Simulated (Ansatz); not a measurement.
# Hf2C(OH)2 MXene monolayer in a perpendicular field

Aim: how the Hf2C(OH)2 MXene monolayer screens a field along its normal, and what the field does to its bands. A positive field points along +c.

Program: Ansatz 0.2.0. Level of theory: plane-wave DFT, PBE-D3(BJ), Ansatz PAW. Results are calculated unless marked as measured.

### 1. Set-up

The cell holds 7 atoms: 2 H, 2 O, 2 Hf and 1 C. Cell: a = 3.289 Å, b = 3.289 Å, c = 44.813 Å, α = 90.0°, β = 90.0°, γ = 120.0°. Vacuum lies along c.

### 2. Relaxation

The starting cell is a guess, so the in-plane lattice and the atoms are relaxed first, with the slab cut off from its images along the normal.

Input file input.yaml:

```yaml
crystal:
  lattice:
    - [3.289, 0.0, 0.0]
    - [-1.6445, 2.848357553, 0.0]
    - [0.0, 0.0, 44.8129467943]
  atoms:
    - { symbol: H, position: [0.3333333333, 0.6666666667, 0.4228688662] }
    - { symbol: O, position: [0.3333333333, 0.6666666667, 0.4447375463] }
    - { symbol: Hf, position: [0.6666666667, 0.3333333333, 0.4710406955] }
    - { symbol: C, position: [0.0, 0.0, 0.5] }
    - { symbol: Hf, position: [0.3333333333, 0.6666666667, 0.5289593045] }
    - { symbol: O, position: [0.6666666667, 0.3333333333, 0.5552624537] }
    - { symbol: H, position: [0.6666666667, 0.3333333333, 0.5771311338] }
  periodic: [true, true, false]
kpoints:
  mp_grid: { grid: [12, 12, 1] }
hamiltonian:
  xc: pbe
  dispersion: d3bj
scf:
  occupations: { method: fermi_dirac, width: 0.05 }
  convergence: { dr2_threshold: 1.0e-09 }
relax:
  f_tol: 0.004
  max_steps: 90
  cell: {}
output:
  write_potential: true
  write_density: true
  volumetric_format: npy
```

On the command line:

```sh
ansatz run input.yaml --threads 2 --pin off --max-ram 3072MiB --backend cpu --events-out ev --progress --plain --runs-dir out
```

Numbers of over 12 decimals in the logs are rounded to 6 here.

The program printed:

```text
Warning: relax.cell: scf.convergence.dr2_threshold = 1e-9 eV is looser than the 2.44714371352e-10 eV advised for a relaxation that steers and ends on the stress (1e-10 eV for each atom of the cell: 7, times the square of relax.cell.stress_2d_tol = 0.05 N/m over 16.9 Å (the atoms' height at the walk's start and 5 Å past either face), 2.956e-2 GPa, over a crystal's default 0.05). What an SCF threshold leaves in a stress goes as its square root, and in the free energy as the threshold itself, and one threshold admits the most on a small cell: [figures from the program's tests cut] Set scf.convergence.dr2_threshold to 2.44714371352e-10 eV or tighter. [rest of the remark cut]
Engine: ansatz 0.2.0, x86_64-unknown-linux-gnu
Pseudopotentials: kind: paw
Pseudopotential: H, paw, valence charge 1, recommended cutoff 420 eV (normal), H.paw.azcp
Pseudopotential: O, paw, valence charge 6, recommended cutoff 420 eV (normal), O.paw.azcp
Pseudopotential: Hf, paw, valence charge 26, recommended cutoff 420 eV (normal), Hf.paw.azcp
Pseudopotential: C, paw, valence charge 4, recommended cutoff 420 eV (normal), C.paw.azcp
Functional definition: PBE
  parameter kappa = 0.804
  parameter beta = 0.066725
  exchange = pbe_x(kappa = kappa, mu = beta*pi^2/3)
  correlation = pbe_c(beta = beta)
Crystal: 7 atoms, lattice volume = 419.819 Å³
Basis set: ecut = 420 eV, 8369 PW (Γ), exchange–correlation on 48×48×600 points (8 copies of the dense FFT grid, shifted against one another)
Bands: 42, of which v1, the nominal top of the filled ones, is band 35 counted from 1 (34 counted from 0)
Symmetry: 12 space group operations
Space group: P-3m1 (ITA 164), of the structure as read, at distance tolerance 7.5e-5 Å
k-points: 19 of 144
Non-local potential: H, projectors of the file, l = 0: 2, l = 1: 1
Non-local potential: O, projectors of the file, l = 0: 2, l = 1: 2, l = 2: 1
Non-local potential: Hf, projectors of the file, l = 0: 3, l = 1: 2, l = 2: 2, l = 3: 3
Non-local potential: C, projectors of the file, l = 0: 2, l = 1: 2, l = 2: 1
PAW form: soft (Blöchl's): semilocal exchange-correlation on the pseudo side does not see the compensation charge
PAW one-centre angular grid: H, 110 points (default); XC on 64 Gauss nodes
PAW one-centre angular grid: O, 110 points (default); XC on 64 Gauss nodes
PAW one-centre angular grid: Hf, 590 points (default); XC on 64 Gauss nodes
PAW one-centre angular grid: C, 110 points (default); XC on 64 Gauss nodes
Initial density: superposition of atomic densities (neutral atoms: chi_scale 0, normalization atom), corrected by the library's trained network
Initial wavefunctions: pseudopotential atomic-orbital guess
Functional: x = pbe(κ = 0.804, μ = 0.219515), c = pbe(β = 0.066725)
SCF iter   1: F=—  HF=-32865.807982 eV  |F-HF|=—  |Δ(HF+E_count)|=         —  Δρ=3.61e-3  dr2=5.92e-1  ethr=1.77e-3  ⟨swp⟩=13.7  Hψ=4950  notcnv=0
preconditioner: auto → LDOS  [insulator: Δε(μ)=0.129 eV  Ē_g=16.877 eV  σ=0.050 eV  W_gap=0.53  n_scr=28 (ndim 8)  ℏωp=14.7 eV  f_vac=0.799  D(μ)=0.90/eV (n_scr^D=8)  ε∞_Penn≈1.8  β→1.0]
SCF iter   2: F=—  HF=-32865.753884 eV  |F-HF|=—  |Δ(HF+E_count)|=   5.41e-2  Δρ=4.11e-3  dr2=1.20e-1  ethr=8.46e-4  ⟨swp⟩=4.6  Hψ=1577  notcnv=0  defer=22
SCF iter   3: F=—  HF=-32865.734641 eV  |F-HF|=—  |Δ(HF+E_count)|=   1.92e-2  Δρ=2.11e-3  dr2=5.65e-2  ethr=1.72e-4  ⟨swp⟩=5.3  Hψ=1574  notcnv=0  defer=24
SCF iter   4: F=—  HF=-32865.727287 eV  |F-HF|=—  |Δ(HF+E_count)|=   7.35e-3  Δρ=6.84e-4  dr2=1.14e-2  ethr=8.07e-5  ⟨swp⟩=3.5  Hψ=1332  notcnv=0  defer=23
SCF iter   5: F=—  HF=-32865.726146 eV  |F-HF|=—  |Δ(HF+E_count)|=   1.14e-3  Δρ=2.67e-4  dr2=5.83e-4  ethr=1.63e-5  ⟨swp⟩=4.4  Hψ=1662  notcnv=0  defer=21
SCF iter   6: F=—  HF=-32865.726243 eV  |F-HF|=—  |Δ(HF+E_count)|=   9.71e-5  Δρ=8.48e-5  dr2=1.11e-4  ethr=8.33e-7  ⟨swp⟩=3.4  Hψ=1734  notcnv=0  defer=21
SCF iter   7: F=—  HF=-32865.726302 eV  |F-HF|=—  |Δ(HF+E_count)|=   5.89e-5  Δρ=5.28e-5  dr2=3.88e-5  ethr=1.59e-7  ⟨swp⟩=2.9  Hψ=1629  notcnv=0  defer=21
SCF iter   8: F=—  HF=-32865.726263 eV  |F-HF|=—  |Δ(HF+E_count)|=   3.84e-5  Δρ=2.38e-5  dr2=3.04e-6  ethr=5.54e-8  ⟨swp⟩=3.2  Hψ=1813  notcnv=0  defer=21
SCF iter   9: F=—  HF=-32865.726072 eV  |F-HF|=—  |Δ(HF+E_count)|=   1.91e-4  Δρ=1.74e-5  dr2=2.71e-6  ethr=4.35e-9  ⟨swp⟩=4.1  Hψ=2087  notcnv=0  defer=21
SCF iter  10: F=—  HF=-32865.726072 eV  |F-HF|=—  |Δ(HF+E_count)|=   2.94e-7  Δρ=9.05e-6  dr2=3.08e-7  ethr=3.88e-9  ⟨swp⟩=2.6  Hψ=1447  notcnv=0  defer=21
SCF iter  11: F=—  HF=-32865.726072 eV  |F-HF|=—  |Δ(HF+E_count)|=   5.50e-8  Δρ=1.35e-6  dr2=1.30e-8  ethr=4.40e-10  ⟨swp⟩=3.3  Hψ=1971  notcnv=0  defer=21
SCF iter  12: F=-32865.726072 eV  HF=-32865.726072 eV  |F-HF|=1.60e-8  |Δ(HF+E_count)|=   1.56e-9  Δρ=4.69e-7  dr2=6.21e-10  ethr=1.43e-12  ⟨swp⟩=11.3  Hψ=8784  notcnv=0
SCF 1 converged in 12 iterations: F = -32865.726072 eV  dr2 = 6.21e-10
  greatest PAW one-centre occupation: 0.998 electrons in one spin orbital (limit 2), on the Hf atom at site 4 (counted from 0), in its partial waves of l = 0
relax step   1: F+E_penalty+E_count = -32865.72607208 eV  Δ(F+E_penalty+E_count) = +0.000e0 eV  max|allowed force component| = 3.058e0 eV/Å  Δτ_max = 0.0000 Å  P = -0.932 N/m  Ω = 419.819 Å³  fix = [c, alpha, beta]  reactions: c -0.000 N/m  (12 SCF iters, accepted)
Crystal: 7 atoms, lattice volume = 414.349 Å³
Basis set: ecut = 420 eV, 8261 PW (Γ), exchange–correlation on 48×48×600 points (8 copies of the dense FFT grid, shifted against one another)
Initial density: handed on by an earlier stage of this run
Initial wavefunctions: those handed on with the density
iter 1 solved again at ethr=1.35e-3 eV; its pass at ethr=3.10e-3 eV (dr2=9.42e-1 eV) is discarded
SCF iter   1: F=—  HF=-32866.002126 eV  |F-HF|=—  |Δ(HF+E_count)|=         —  Δρ=9.40e-3  dr2=9.56e-1  ethr=1.35e-3  ⟨swp⟩=2.1  Hψ=5530  notcnv=0
preconditioner: auto → LDOS  [metal: Δε(μ)=0.113 eV  Ē_g=17.182 eV  σ=0.050 eV  W_gap=0.50  n_scr=28 (ndim 8)  ℏωp=14.8 eV  f_vac=0.799  D(μ)=0.53/eV (n_scr^D=6)  β→1.0]
SCF iter   2: F=—  HF=-32868.597824 eV  |F-HF|=—  |Δ(HF+E_count)|=    2.60e0  Δρ=2.10e-2  dr2=6.96e1  ethr=1.35e-3  ⟨swp⟩=8.7  Hψ=3221  notcnv=0  defer=31  recentre
SCF iter   3: F=—  HF=-32865.911075 eV  |F-HF|=—  |Δ(HF+E_count)|=    2.69e0  Δρ=5.98e-3  dr2=5.92e-1  ethr=1.35e-3  ⟨swp⟩=7.3  Hψ=2468  notcnv=0  defer=19
SCF iter   4: F=—  HF=-32865.841150 eV  |F-HF|=—  |Δ(HF+E_count)|=   6.99e-2  Δρ=4.09e-3  dr2=2.29e-1  ethr=8.45e-4  ⟨swp⟩=3.9  Hψ=1194  notcnv=0  defer=27
[...]
[... from here on, the SCF cycles and remarks between the steps are left out ...]
relax step   4: F+E_penalty+E_count = -32866.11717250 eV  Δ(F+E_penalty+E_count) = -1.883e-2 eV  max|allowed force component| = 2.576e-1 eV/Å  Δτ_max = 0.0610 Å  P = -0.122 N/m  Ω = 412.780 Å³  energy of the carried Pulay correction = +4.360e-3 eV  fix = [c, alpha, beta]  reactions: c -0.000 N/m  (12 SCF iters, accepted)
relax step   5: F+E_penalty+E_count = -32866.11857446 eV  Δ(F+E_penalty+E_count) = -1.402e-3 eV  max|allowed force component| = 2.434e-1 eV/Å  Δτ_max = 0.0144 Å  P = +0.164 N/m  Ω = 413.589 Å³  energy of the carried Pulay correction = +3.855e-3 eV  fix = [c, alpha, beta]  reactions: c +0.000 N/m  (10 SCF iters, accepted)
relax step   6: F+E_penalty+E_count = -32866.11975206 eV  Δ(F+E_penalty+E_count) = -1.178e-3 eV  max|allowed force component| = 1.100e-2 eV/Å  Δτ_max = 0.0041 Å  P = +0.073 N/m  Ω = 413.871 Å³  energy of the carried Pulay correction = +3.679e-3 eV  fix = [c, alpha, beta]  reactions: c +0.000 N/m  (8 SCF iters, accepted)
relax step   7: F+E_penalty+E_count = -32866.11970672 eV  Δ(F+E_penalty+E_count) = +4.533e-5 eV  max|allowed force component| = 4.260e-3 eV/Å  Δτ_max = 0.0007 Å  P = +0.020 N/m  Ω = 413.975 Å³  energy of the carried Pulay correction = +3.615e-3 eV  fix = [c, alpha, beta]  reactions: c +0.000 N/m  (7 SCF iters, accepted)
relax step   8: F+E_penalty+E_count = -32866.11968616 eV  Δ(F+E_penalty+E_count) = +2.057e-5 eV  max|allowed force component| = 5.397e-4 eV/Å  Δτ_max = 0.0004 Å  P = +0.001 N/m  Ω = 414.012 Å³  energy of the carried Pulay correction = +3.591e-3 eV  fix = [c, alpha, beta]  reactions: c +0.000 N/m  (6 SCF iters, accepted)
relax step   9: F+E_penalty+E_count = -32866.11642874 eV  Δ(F+E_penalty+E_count) = +3.257e-3 eV  max|allowed force component| = 5.363e-4 eV/Å  Δτ_max = 0.0000 Å  P = -0.063 N/m  Ω = 414.012 Å³  fix = [c, alpha, beta]  reactions: c -0.000 N/m  stress off target by 6.31e-2 N/m on what of the cell is left free  SCF on the basis re-selected at this cell (its energy is not comparable with the rows above)  (5 SCF iters)
relax step  10: F+E_penalty+E_count = -32866.11659591 eV  Δ(F+E_penalty+E_count) = -1.672e-4 eV  max|allowed force component| = 1.354e-3 eV/Å  Δτ_max = 0.0008 Å  P = -0.002 N/m  Ω = 413.761 Å³  energy of the carried Pulay correction = +1.562e-4 eV  fix = [c, alpha, beta]  reactions: c -0.000 N/m  (6 SCF iters, accepted)
iter 1 solved again at ethr=1.12e-7 eV; its pass at ethr=3.10e-3 eV (dr2=7.82e-5 eV) is discarded
SCF iter   1: F=—  HF=-32866.116532 eV  |F-HF|=—  |Δ(HF+E_count)|=         —  Δρ=2.26e-6  dr2=4.85e-9  ethr=1.12e-7  ⟨swp⟩=7.1  Hψ=8966  notcnv=0
eigensolver tolerance schedule: the retry pair's looser diagonalisation over-reported the residual by 16116.78 of it (diagonalisation noise at 1.39 of the residual, at the tolerance the schedule requests for it); recorded, not acted on — ethr = c·dr2/N_el stays at c = 1.0e-1
preconditioner: auto → LDOS  [metal: Δε(μ)=0.054 eV  Ē_g=16.999 eV  σ=0.050 eV  W_gap=0.25  n_scr=28 (ndim 8)  ℏωp=14.8 eV  f_vac=0.806  D(μ)=2.52/eV (n_scr^D=14)  β→1.0]
SCF iter   2: F=—  HF=-32866.116429 eV  |F-HF|=—  |Δ(HF+E_count)|=   1.03e-4  Δρ=1.15e-6  dr2=6.77e-9  ethr=6.93e-12  ⟨swp⟩=6.3  Hψ=3713  notcnv=0
SCF iter   3: F=—  HF=-32866.116429 eV  |F-HF|=—  |Δ(HF+E_count)|=   2.49e-9  Δρ=3.63e-7  dr2=1.78e-9  ethr=6.93e-12  ⟨swp⟩=2.8  Hψ=1590  notcnv=0
SCF iter   4: F=-32866.116429 eV  HF=-32866.116429 eV  |F-HF|=1.22e-9  |Δ(HF+E_count)|=  8.00e-11  Δρ=1.51e-7  dr2=9.79e-10  ethr=1.43e-12  ⟨swp⟩=16.2  Hψ=8522  notcnv=0
SCF 11 converged in 4 iterations: F = -32866.116429 eV  dr2 = 9.79e-10
relax step  11: F+E_penalty+E_count = -32866.11642908 eV  Δ(F+E_penalty+E_count) = +1.668e-4 eV  max|allowed force component| = 1.331e-3 eV/Å  Δτ_max = 0.0000 Å  P = -0.004 N/m  Ω = 413.761 Å³  fix = [c, alpha, beta]  reactions: c -0.000 N/m  stress off target by 3.87e-3 N/m on what of the cell is left free  SCF on the basis re-selected at this cell (its energy is not comparable with the rows above)  (4 SCF iters)
basis re-selected at this cell: Δ(F+E_penalty+E_count) = +1.668e-4 eV, ΔP = -0.002 N/m vs the last step (what re-selecting the basis moved, of the pressure what is left beyond the Pulay correction that the steps carried, after the strain that the cell walked since its last selection, with what the two solves' SCF thresholds leave and, on support functions, any second-order correction that the steps lacked; it is no m [...]
WARN: The output density's exchange-correlation potential varies sharply where the density is thin. Do not read a vacuum level from v_tot or v_xc, or from such a field of the output density. On a cell that repeats whose density bears no net charge and no dipole along the vacuum's axis use v_es (v_loc + v_h of the components); under efield.dipole_correction with no amplitude use v_es + v_field, which holds any externa [...]
SCF converged after 4 iterations
Free energy (F): -32866.116429 eV
Harris-Foulkes:  -32866.116429 eV  (|F-HF|=1.22e-9)
Internal energy: -32866.096704 eV  (E = F + TS)
E sigma→0 (E₀):  -32866.106567 eV
Entropy (-TS):   -0.019725 eV (-2.818 meV/atom)
Fermi energy:    -2.336506 eV
--- Per-component energies (eV) ---
  E_band       = -1367.332988
  E_kinetic    = 1317.364261
  E_local      = -457521.048104  (includes V_loc(G=0)·N_el)
  E_nonlocal   = -2361.273859
  E_hartree    = 227617.546371
  E_xc         = -814.419302
  E_vxc        = -804.699167  (∫ρ·V_xc dr)
  E_paw        = -14271.909368  (= ΣΔE_a)
  E_vpaw       = 2767.207444  (= ΣTr[D̂ρ^β])
  E_aug_tail   = 0.002524  (compensation charges beyond the density's cutoff)
  E_ewald      = 213168.708759
  E_disp       = -1.067985  (pairwise vdW)
  E_smearing   = -0.019725  (= −TS)
  E_closure    = 0.000000  (closes the sum)
  Σ components = -32866.116429   (vs F -32866.116429, Δ=0.00e0)
--- Forces (eV/Å), atoms counted from 1 ---
  atom   1  H      0.00000000     0.00000000     0.00017475
  atom   2  O      0.00000000     0.00000000     0.00000207
  atom   3  Hf     0.00000000    -0.00000000     0.00133146
  atom   4  C     -0.00000000     0.00000000     0.00000000
  atom   5  Hf    -0.00000000     0.00000000    -0.00133146
  atom   6  O      0.00000000    -0.00000000    -0.00000207
  atom   7  H     -0.00000000    -0.00000000    -0.00017475
  max |Σ_I F_I| component: 2.78e-17 eV/Å
--- 2D stress c σ (N/m, compression-positive) ---
       -0.003871      -0.000000      -0.000000
        0.000000      -0.003871       0.000000
       -0.000000       0.000000      -0.000000
  P = ½ c Tr σ = -0.0039 N/m
--- Band table (eV; the first three rows and the last of 19) ---
  k-point 0: bands = [... 31 lower, -7.5037, -5.2760, -5.2760, -2.6368, -2.4858, -1.9443, -1.9443, -1.9187, ... 3 higher]
  k-point 1: bands = [... 31 lower, -7.2643, -5.6176, -5.3396, -2.4985, -2.4005, -2.2836, -1.7658, -1.7524, ... 3 higher]
  k-point 2: bands = [... 31 lower, -6.9218, -6.3067, -5.4620, -2.9498, -2.1587, -2.1272, -1.3360, -1.2703, ... 3 higher]
  k-point 18: bands = [... 31 lower, -6.9030, -6.9030, -5.9953, -1.4062, -1.0590, -1.0590, 0.9906, 0.9906, ... 3 higher]
  the weakly bound empty levels are not read free of the cell's end (no_gap_told)
--- Relaxed structure (9 steps of the walk, 9 accepted, 2 SCFs on fresh bases) ---
  F+E_penalty+E_count = -32866.11642908 eV   max|allowed force component| = 1.331e-3 eV/Å   (the final SCF, on the basis selected at the relaxed cell)
  cell:  # Å, volume = 413.7609 Å³
    - [3.265184, 0, 0]
    - [-1.632592, 2.827732, 0]
    - [0, 0, 44.8129467943]
  atoms:
    - { symbol: H, position: [0.333333, 0.666667, 0.421001] }
    - { symbol: O, position: [0.333333, 0.666667, 0.442768] }
    - { symbol: Hf, position: [0.666667, 0.333333, 0.472898] }
    - { symbol: C, position: [0, 0, 0.5] }
    - { symbol: Hf, position: [0.333333, 0.666667, 0.527102] }
    - { symbol: O, position: [0.666667, 0.333333, 0.557232] }
    - { symbol: H, position: [0.666667, 0.333333, 0.578999] }
```

It took 89 s on 2 threads of Intel Xeon 6975P-C (Granite Rapids), shared host; peak memory 0.85 GiB.

Relaxation path:

```
step  energy less that of the first step (eV)  largest force component (eV/Å)  volume (Å³)
   1                                   0.0000                          3.0577       419.82
   2                                  -0.0785                          3.1259       414.35
   3                                  -0.3723                          0.1614       407.78
   4                                  -0.3911                          0.2576       412.78
   5                                  -0.3925                          0.2434       413.59
   6                                  -0.3937                          0.0110       413.87
   7                                  -0.3936                          0.0043       413.97
   8                                  -0.3936                          0.0005       414.01
  9*                                  -0.3904                          0.0005       414.01
  10                                  -0.3905                          0.0014       413.76
 11*                                  -0.3904                          0.0013       413.76
```

Relaxation steps marked * repeat the geometry before them on a plane-wave basis chosen anew for their cell, so energy and pressure can jump there.

The run keeps the 12 symmetry operations that it works with, so distortions that break them were not tested.

```
cell as run  before  after  change
      a (Å)   3.289  3.265  -0.7 %
      b (Å)   3.289  3.265  -0.7 %
```

The atoms that moved most (Å, along periodic axes as changes of fractional coordinates times the final cell, across vacuum about the mean position):

```
atom     dx     dy      dz  length
  O2  0.000  0.000  -0.088   0.088
  O6  0.000  0.000   0.088   0.088
  H1  0.000  0.000  -0.084   0.084
  H7  0.000  0.000   0.084   0.084
 Hf5  0.000  0.000  -0.083   0.083
 Hf3  0.000  0.000   0.083   0.083
```

This step gave:

- energy at zero smearing: -32866.1066 eV

The lattice constant a goes from 3.289 to 3.265 Å.

(Part 1 of 2 ends here.)

[Logs are printed without paths, hosts, clocks, repeated set-up lines and the standing remarks that a program may print on its own settings, such as how far it seeks lower states.]

[Hosts, paths, dates, database ids (printed as entryN), source tags and the programs' standing remarks are cut or masked in the printed files.]

[Maps of the electrostatic potential energy from Ansatz leave out the sawtooth potential of an applied field or a dipole correction, so their vacuum need not be flat; planar profiles and work functions include it.]
